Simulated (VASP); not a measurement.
# ZnS (Wurtzite-2H) (P6_3mc) in VASP: further runs

Runs on ZnS (Wurtzite-2H). Level: PBE. Tasks: single point.

Program: VASP 6.6.1. These are calculated values, not measurements. Logs are shortened: lines on timing, memory, paths and dates and some standing lists are left out, and cuts for length are marked.

### Step 1. The crystal as given

The structure is hexagonal, space group P6_3mc (No. 186). Conventional cell: a = 3.811 Å, b = 3.811 Å, c = 6.234 Å, α = 90.00°, β = 90.00°, γ = 120.00°. Zn (site symmetry 3m) is surrounded by 4 S at 2.31 to 2.40 Å. Around S (site symmetry 3m) lie 4 Zn at 2.31 to 2.40 Å.

### Step 2. Single point, PBE, spin-orbit coupling, no magnetisation

The input, INCAR:

```
  PREC = Accurate
  ENCUT = 250
  EDIFF = 1E-7
  ISMEAR = 0
  SIGMA = 0.02
  LREAL = False
  LASPH = True
  NELM = 100
  ALGO = Normal
  ISIF = 2
  LWAVE = False
  LCHARG = False
  MAGMOM = 0 0 0 0 0 0 0 0 0 0 0 0
  LORBIT = 11
  LSORBIT = True
  GGA_COMPAT = False
  GGA = PE
  NBANDS = 52
```

The input, KPOINTS:

```
regular mesh
0
Gamma
  5 5 3
```

The input, POSCAR:

```
ZnS
1.0
    3.8110000000      0.0000000000      0.0000000000
   -1.9055000000      3.3004228138      0.0000000000
    0.0000000000      0.0000000000      6.2340000000
Zn S
2 2
Direct
    0.6666666667      0.3333333333      0.5000000000
    0.3333333333      0.6666666667      0.0000000000
    0.6666666667      0.3333333333      0.8850000000
    0.3333333333      0.6666666667      0.3850000000
```

Potentials or basis: VASP PAW PBE potentials, release 64 (Zn, S).

Run with:

```bash
> cat potpaw_PBE.64/Zn/POTCAR potpaw_PBE.64/S/POTCAR > POTCAR
> mpirun -np 1 vasp_ncl > vasp.out
```

OUTCAR:

```text
PREC = Accurate
   ENCUT = 250
   EDIFF = 1E-7
   ISMEAR = 0
   LREAL = False
   LASPH = True
   NELM = 100
   ISIF = 2
   LORBIT = 11
   LSORBIT = True
   GGA = PE

 Found     15 irreducible k-points:

 Following reciprocal coordinates:
            Coordinates               Weight
  0.000000  0.000000  0.000000      1.000000
  0.200000  0.000000  0.000000      6.000000
  0.400000  0.000000  0.000000      6.000000
  0.200000  0.200000  0.000000      6.000000
  0.400000  0.200000  0.000000      6.000000
  0.000000  0.000000  0.333333      1.000000
   k-points           NKPTS =     15   k-points in BZ     NKDIM =     15   number of bands    NBANDS=     52
   number of dos      NEDOS =    301   number of ions     NIONS =      4
   total plane-waves  NPLWV =  12800
   dimension x,y,z NGX =    20 NGY =   20 NGZ =   32
   dimension x,y,z NGXF=    40 NGYF=   40 NGZF=   64
   ions per type =               2   2
   NGX,Y,Z   is equivalent  to a cutoff of   8.72,  8.72,  8.53 a.u.
   NGXF,Y,Z  is equivalent  to a cutoff of  17.45, 17.45, 17.07 a.u.
 SYSTEM =  unknown system
   PREC   = accura    normal or accurate (medium, high low for compatibility)
   ISTART =      0    job   : 0-new  1-cont  2-samecut
   ICHARG =      2    charge: 1-file 2-atom 10-const
   ISPIN  =      1    spin polarized calculation?
   LNONCOLLINEAR =      T non collinear calculations
   LSORBIT =      T    spin-orbit coupling
   LASPH  =      T    aspherical Exc in radial PAW
   ENCUT  =  250.0 eV  18.37 Ry    4.29 a.u.   4.91  4.91  8.04*2*pi/ulx,y,z
   NELM   =    100;   NELMIN=  2; NELMDL= -5     # of ELM steps
   EDIFF  = 0.1E-06   stopping-criterion for ELM
   LREAL  =      F    real-space projection
   EDIFFG = 0.1E-05   stopping-criterion for IOM
   NSW    =      0    number of steps for IOM
   IBRION =     -1    ionic relax: 0-MD 1-quasi-New 2-CG
   NFREE  =      0    steps in history (QN), initial steepest desc. (CG)
   ISIF   =      2    stress and relaxation
   ISYM   =      2    0-nonsym 1-usesym 2-fastsym
   POTIM  = 0.5000    time-step for ionic-motion
   TEBEG  =    0.0;   TEEND  =   0.0 temperature during run
   PSTRESS=    0.0 pullay stress
   NELECT =      36.0000    total number of electrons
   NUPDOWN=      -1.0000    fix difference up-down
   EMIN   =  10.00;   EMAX   =-10.00  energy-range for DOS
   EFERMI =   0.00;   METHOD = LEGACY
   ISMEAR =     0;   SIGMA  =   0.02  broadening in eV -4-tet -1-fermi 0-gaus
   EFERMI_NEDOS =   21; number of points for ismear=-14 and -15
[... 361 lines left out ...]
  in kB      -12.8776984    -12.8776984    -34.8260825      0.0000000      0.0000000      0.0000000
  external PRESSURE =     -20.1938264 kB  Pullay stress =       0.0000000 kB

 VOLUME and BASIS-vectors are now :
 -----------------------------------------------------------------------------
  energy-cutoff  :      250.00
  volume of cell :       78.41
      direct lattice vectors                 reciprocal lattice vectors
     3.811000000  0.000000000  0.000000000     0.262398321  0.151495741  0.000000000
    -1.905500000  3.300422814  0.000000000     0.000000000  0.302991482  0.000000000
     0.000000000  0.000000000  6.234000000     0.000000000  0.000000000  0.160410651

 POSITION                                       TOTAL-FORCE (eV/Angst)
 -----------------------------------------------------------------------------------
      1.90550      1.10014      3.11700        -0.000000      0.000000      0.322542
     -0.00000      2.20028      0.00000         0.000000     -0.000000      0.322542
      1.90550      1.10014      5.51709        -0.000000      0.000000     -0.322542
     -0.00000      2.20028      2.40009         0.000000      0.000000     -0.322542
 -----------------------------------------------------------------------------------
    total drift:                               -0.000000     -0.000001     -0.001936

  FREE ENERGIE OF THE ION-ELECTRON SYSTEM (eV)
  ---------------------------------------------------
  free  energy   TOTEN  =       -13.5858740756 eV

  energy  without entropy=      -13.5858740756  energy(sigma->0) =      -13.58587408

 Spin-Orbit-Coupling matrix elements

 Ion:    1  E_soc:     -0.0079494
 l=   1
     0.0000000    -0.0004035    -0.0004300
    -0.0004035     0.0000000    -0.0004035
    -0.0004300    -0.0004035     0.0000000
 l=   2
     0.0000000    -0.0001821     0.0000000    -0.0001821    -0.0007411
    -0.0001821     0.0000000    -0.0005447    -0.0001789    -0.0001821
     0.0000000    -0.0005447     0.0000000    -0.0005447     0.0000000
    -0.0001821    -0.0001789    -0.0005447     0.0000000    -0.0001821
    -0.0007411    -0.0001821     0.0000000    -0.0001821     0.0000000
 l=   3
     0.0000000     0.0000000     0.0000000     0.0000000     0.0000000     0.0000000     0.0000000
     0.0000000     0.0000000     0.0000000     0.0000000     0.0000000     0.0000000     0.0000000
     0.0000000     0.0000000     0.0000000     0.0000000     0.0000000     0.0000000     0.0000000
     0.0000000     0.0000000     0.0000000     0.0000000     0.0000000     0.0000000     0.0000000
[... 49 lines left out ...]
 l=   2
     0.0000000     0.0000000     0.0000000     0.0000000     0.0000000
     0.0000000     0.0000000     0.0000000     0.0000000     0.0000000
     0.0000000     0.0000000     0.0000000     0.0000000     0.0000000
     0.0000000     0.0000000     0.0000000     0.0000000     0.0000000
     0.0000000     0.0000000     0.0000000     0.0000000     0.0000000
 l=   3
     0.0000000     0.0000000     0.0000000     0.0000000     0.0000000     0.0000000     0.0000000
     0.0000000     0.0000000     0.0000000     0.0000000     0.0000000     0.0000000     0.0000000
     0.0000000     0.0000000     0.0000000     0.0000000     0.0000000     0.0000000     0.0000000
     0.0000000     0.0000000     0.0000000     0.0000000     0.0000000     0.0000000     0.0000000
     0.0000000     0.0000000     0.0000000     0.0000000     0.0000000     0.0000000     0.0000000
     0.0000000     0.0000000     0.0000000     0.0000000     0.0000000     0.0000000     0.0000000
     0.0000000     0.0000000     0.0000000     0.0000000     0.0000000     0.0000000     0.0000000

 total charge

# of ion       s       p       d       tot
------------------------------------------
    1        0.521   0.482   9.810  10.813
    2        0.521   0.482   9.810  10.813
    3        1.316   2.473   0.000   3.789
    4        1.316   2.473   0.000   3.789
--------------------------------------------------
tot          3.673   5.910  19.621  29.204

 magnetization (x)

# of ion       s       p       d       tot
------------------------------------------
    1        0.000  -0.000   0.000   0.000
    2       -0.000   0.000  -0.000  -0.000
    3        0.000   0.000   0.000   0.000
    4        0.000   0.000   0.000   0.000
--------------------------------------------------
tot         -0.000   0.000   0.000   0.000

 magnetization (y)

# of ion       s       p       d       tot
------------------------------------------
    1        0.000   0.000   0.000   0.000
    2        0.000  -0.000   0.000  -0.000
    3        0.000   0.000   0.000   0.000
    4        0.000  -0.000   0.000  -0.000
--------------------------------------------------
tot          0.000  -0.000   0.000  -0.000

 magnetization (z)

# of ion       s       p       d       tot
------------------------------------------
    1        0.000   0.000   0.000   0.000
    2        0.000   0.000   0.000   0.000
    3       -0.000   0.000   0.000  -0.000
    4       -0.000  -0.000   0.000  -0.000
--------------------------------------------------
tot          0.000   0.000   0.000   0.000
```

OSZICAR:

```text
N       E                     dE             d eps       ncg     rms          rms(c)
DAV:   1     0.203164889684E+03    0.20316E+03   -0.10569E+04  1560   0.965E+02
DAV:   2     0.919976623747E+01   -0.19397E+03   -0.18290E+03  1596   0.266E+02
DAV:   3    -0.138144673023E+02   -0.23014E+02   -0.22697E+02  1816   0.941E+01
DAV:   4    -0.144531729327E+02   -0.63871E+00   -0.63674E+00  1752   0.166E+01
DAV:   5    -0.144612577918E+02   -0.80849E-02   -0.80824E-02  1764   0.181E+00    0.100E+01
DAV:   6    -0.135807049253E+02    0.88055E+00   -0.16219E+00  2192   0.344E+01    0.751E+00
DAV:   7    -0.135939465761E+02   -0.13242E-01   -0.14055E+00  1680   0.579E+00    0.367E+00
DAV:   8    -0.135849727991E+02    0.89738E-02   -0.55864E-02  1932   0.295E+00    0.101E+00
DAV:   9    -0.135853817558E+02   -0.40896E-03   -0.14265E-02  1776   0.178E+00    0.352E-01
DAV:  10    -0.135855744138E+02   -0.19266E-03   -0.11593E-03  1728   0.272E-01    0.167E-01
DAV:  11    -0.135857638718E+02   -0.18946E-03   -0.10157E-04  1760   0.135E-01    0.698E-02
DAV:  12    -0.135858716329E+02   -0.10776E-03   -0.17275E-04  1632   0.112E-01    0.196E-02
DAV:  13    -0.135858714966E+02    0.13636E-06   -0.84875E-06  1780   0.244E-02    0.122E-02
DAV:  14    -0.135858747028E+02   -0.32062E-05   -0.57794E-06  1596   0.280E-02    0.192E-02
DAV:  15    -0.135858740942E+02    0.60861E-06   -0.22480E-06  1820   0.277E-02    0.740E-03
DAV:  16    -0.135858740756E+02    0.18614E-07   -0.22482E-07  1660   0.379E-03
   1 F= -.13585874E+02 E0= -.13585874E+02  d E =-.272067E-20  mag=     0.0000    -0.0000    -0.0000
```

It took 27 s on 1 thread of Intel Xeon 6975P-C (Granite Rapids), shared host; peak memory 0.2 GiB.

The run converged, but a check on its numbers failed (symmetry, net force, bounds or a known fault of this set-up), so they aren't taken as properties of the crystal.

Caveat: the k mesh is coarse (spacing up to 0.38 Å⁻¹), so the values aren't converged; the cutoff lies under the usual one of these potentials, so the numbers hold a large basis-set error.

### Step 3. Single point, PBE, spin-orbit coupling, no magnetisation

INCAR: that of step 2 with these lines changed.

```diff
@@ -1,3 +1,3 @@
   PREC = Accurate
-  ENCUT = 250
+  ENCUT = 300
   EDIFF = 1E-7
```

KPOINTS is that of step 2.

POSCAR is that of step 2.

Potentials or basis: VASP PAW PBE potentials, release 64 (Zn, S).

Run with:

```bash
> cat potpaw_PBE.64/Zn/POTCAR potpaw_PBE.64/S/POTCAR > POTCAR
> mpirun -np 1 vasp_ncl > vasp.out
```

It took 29 s on 1 thread of Intel Xeon 6975P-C (Granite Rapids), shared host; peak memory 0.24 GiB.

The run converged, but some of its settings lie outside the range that counts as converged, so its numbers aren't taken as properties of the crystal.

Results:

```yaml
Free_energy: -13.6430 eV
Largest_force: 0.324 eV/Å
Valence_electrons_inside_the_program's_atomic_spheres: Zn 10.80; S 3.76
```

Caveat: the k mesh is coarse (spacing up to 0.38 Å⁻¹), so the values aren't converged; the cutoff is under 1.25 times the usual one of these potentials, so pressure, stress and relaxed cells hold a basis-set (Pulay) error.

### Step 4. Single point, PBE, spin-orbit coupling, no magnetisation

INCAR: that of step 3 with these lines changed.

```diff
@@ -1,3 +1,3 @@
   PREC = Accurate
-  ENCUT = 300
+  ENCUT = 600
   EDIFF = 1E-7
```

The input, KPOINTS:

```
regular mesh
0
Gamma
  4 4 2
```

POSCAR is that of step 3.

Potentials or basis: VASP PAW PBE potentials, release 64 (Zn, S).

Run with:

```bash
> cat potpaw_PBE.64/Zn/POTCAR potpaw_PBE.64/S/POTCAR > POTCAR
> mpirun -np 1 vasp_ncl > vasp.out
```

OUTCAR:

```text
PREC = Accurate
   ENCUT = 600
   EDIFF = 1E-7
   ISMEAR = 0
   LREAL = False
   LASPH = True
   NELM = 100
   ISIF = 2
   LORBIT = 11
   LSORBIT = True
   GGA = PE

 Found      8 irreducible k-points:

 Following reciprocal coordinates:
            Coordinates               Weight
  0.000000  0.000000  0.000000      1.000000
  0.250000  0.000000  0.000000      6.000000
  0.500000  0.000000  0.000000      3.000000
  0.250000  0.250000  0.000000      6.000000
  0.000000  0.000000  0.500000      1.000000
[... 498 lines left out ...]
     0.0000000     0.0000000     0.0000000     0.0000000     0.0000000     0.0000000     0.0000000
     0.0000000     0.0000000     0.0000000     0.0000000     0.0000000     0.0000000     0.0000000
     0.0000000     0.0000000     0.0000000     0.0000000     0.0000000     0.0000000     0.0000000
     0.0000000     0.0000000     0.0000000     0.0000000     0.0000000     0.0000000     0.0000000
     0.0000000     0.0000000     0.0000000     0.0000000     0.0000000     0.0000000     0.0000000

 total charge

# of ion       s       p       d       tot
------------------------------------------
    1        0.518   0.482   9.802  10.803
    2        0.518   0.482   9.802  10.803
    3        1.312   2.449   0.000   3.760
    4        1.312   2.449   0.000   3.760
--------------------------------------------------
tot          3.660   5.862  19.605  29.126

 magnetization (x)

# of ion       s       p       d       tot
------------------------------------------
    1       -0.000   0.000   0.000   0.000
    2        0.000  -0.000   0.000  -0.000
    3        0.000   0.000   0.000   0.000
    4       -0.000   0.000   0.000   0.000
--------------------------------------------------
tot         -0.000  -0.000   0.000  -0.000

 magnetization (y)

# of ion       s       p       d       tot
------------------------------------------
    1        0.000   0.000   0.000   0.000
    2        0.000   0.000  -0.000  -0.000
    3        0.000   0.000   0.000   0.000
    4       -0.000   0.000   0.000  -0.000
--------------------------------------------------
tot         -0.000   0.000  -0.000  -0.000

 magnetization (z)

# of ion       s       p       d       tot
------------------------------------------
    1        0.000   0.000  -0.000   0.000
    2        0.000   0.000  -0.000   0.000
    3       -0.000   0.000   0.000   0.000
    4        0.000   0.000   0.000   0.000
--------------------------------------------------
tot          0.000   0.000  -0.000   0.000
```

stdout:

```text
POSCAR found type information on POSCAR ZnS
 POSCAR found :  2 types and       4 ions
 scaLAPACK will be used
 LDA part: xc-table for (Slater+PW92), standard interpolation
 POSCAR, INCAR and KPOINTS ok, starting setup
 FFT: planning ... GRIDC
 FFT: planning ... GRID_SOFT
 FFT: planning ... GRID
 WAVECAR not read
 entering main loop
```

Run time: 53 s. Hardware: 1 thread of Intel Xeon 6975P-C (Granite Rapids), shared host; peak memory 0.38 GiB.

The run converged, but some of its settings lie outside the range that counts as converged, so its numbers aren't taken as properties of the crystal.

What came out:

| Property | Result |
| --- | --- |
| Free energy | -13.6149 eV |
| Pressure | 2.6 GPa |
| Largest force | 0.338 eV/Å |
| Valence electrons inside the program's atomic spheres | Zn 10.80; S 3.76 |

Caveat: the k mesh is coarse (spacing up to 0.50 Å⁻¹), so the values aren't converged.

### Step 5. Single point, PBE, spin-orbit coupling, no magnetisation

INCAR: that of step 4 with these lines changed.

```diff
@@ -1,3 +1,3 @@
   PREC = Accurate
-  ENCUT = 600
+  ENCUT = 300
   EDIFF = 1E-7
```

The input, KPOINTS:

```
regular mesh
0
Gamma
  6 6 3
```

POSCAR is that of step 4.

Run with:

```bash
> cat potpaw_PBE.64/Zn/POTCAR potpaw_PBE.64/S/POTCAR > POTCAR
> mpirun -np 1 vasp_ncl > vasp.out
```

It took 36 s on 1 thread of Intel Xeon 6975P-C (Granite Rapids), shared host; peak memory 0.25 GiB.

The run converged, but some of its settings lie outside the range that counts as converged, so its numbers aren't taken as properties of the crystal.

Results:

```
Free energy                                           : -13.6521 eV
Largest force                                         : 0.321 eV/Å
Valence electrons inside the program's atomic spheres : Zn 10.80; S 3.76
```

Caveat: the cutoff is under 1.25 times the usual one of these potentials, so pressure, stress and relaxed cells hold a basis-set (Pulay) error.

### Step 6. For comparison

An earlier run on the cell as given: functional PBEsol; potentials or basis VASP PAW PBE potentials, release 64 (Zn, S); cutoff 520 eV; k mesh 8 × 8 × 5; occupations fermi-dirac, width 0.05 eV; no spin polarisation.

* Pressure: -1.1 GPa
* Largest force: 0.309 eV/Å
* Band gap on the k mesh: 2.12 eV, direct
